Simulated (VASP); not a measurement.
A run of VASP 6.6.1 is set up as follows.

Contents of INCAR:

```
ALGO = Normal
EDIFF = 1E-7
EDIFFG = -0.005
ENCUT = 600
GGA = PE
IBRION = 2
ISIF = 3
ISMEAR = 0
IVDW = 12
LASPH = True
LATTICE_CONSTRAINTS = .TRUE. .TRUE. .FALSE.
LCHARG = False
LREAL = False
LUSENCCL = False
LWAVE = False
NELM = 80
NSW = 90
PREC = Accurate
SIGMA = 0.03
```

The input KPOINTS:

```
k-points
0
Gamma
  9 9 1
```

File POSCAR:

```
InSe                                    
1.0
    4.0334893775      0.0000000000      0.0000000000
   -2.0167446888      3.4931042718      0.0000000000
    0.0000000000      0.0000000000     40.2377120000
  Se              In            
     6     6
Direct
     0.0000000000000000    0.0000000000000000    0.2260535889689225
     0.0000000000000000    0.0000000000000000    0.3597643270168520
     0.6666666699999979    0.3333333300000021    0.4333247588962373
     0.6666666699999979    0.3333333300000021    0.5666982498427411
     0.3333333300000021    0.6666666699999979    0.6402049799828581
     0.3333333300000021    0.6666666699999979    0.7738782937818499
     0.6666666699999979    0.3333333300000021    0.2581997623768408
     0.6666666699999979    0.3333333300000021    0.3276898739048603
     0.3333333300000021    0.6666666699999979    0.4652906681540682
     0.3333333300000021    0.6666666699999979    0.5346839589608969
     0.0000000000000000    0.0000000000000000    0.6722347286843848
     0.0000000000000000    0.0000000000000000    0.7417251094294883
```

Potentials or basis: VASP PAW PBE potentials, release 64 (Se, In_d).

Command:

```bash
$ cat potpaw_PBE.64/Se/POTCAR potpaw_PBE.64/In_d/POTCAR > POTCAR
$ mpirun -np 1 vasp_std > vasp.out
```

Predict the band gap on the k mesh.

0.80 eV, indirect (least direct gap 0.84 eV).

Estimate the dispersion energy per atom.

-0.273 eV.

Final structure:
```
Se In
1.0
     4.03264    0.00000    0.00000
    -2.01632    3.49237    0.00000
     0.00000    0.00000   40.23771
Se In
6 6
Direct
  0.00000 0.00000 0.22607
  0.00000 0.00000 0.35975
  0.66667 0.33333 0.43330
  0.66667 0.33333 0.56672
  0.33333 0.66667 0.64022
  0.33333 0.66667 0.77386
  0.66667 0.33333 0.25822
  0.66667 0.33333 0.32768
  0.33333 0.66667 0.46528
  0.33333 0.66667 0.53469
  0.00000 0.00000 0.67225
  0.00000 0.00000 0.74171
```

Caveat: spin-orbit coupling is left out, which moves the levels of the heavy elements.
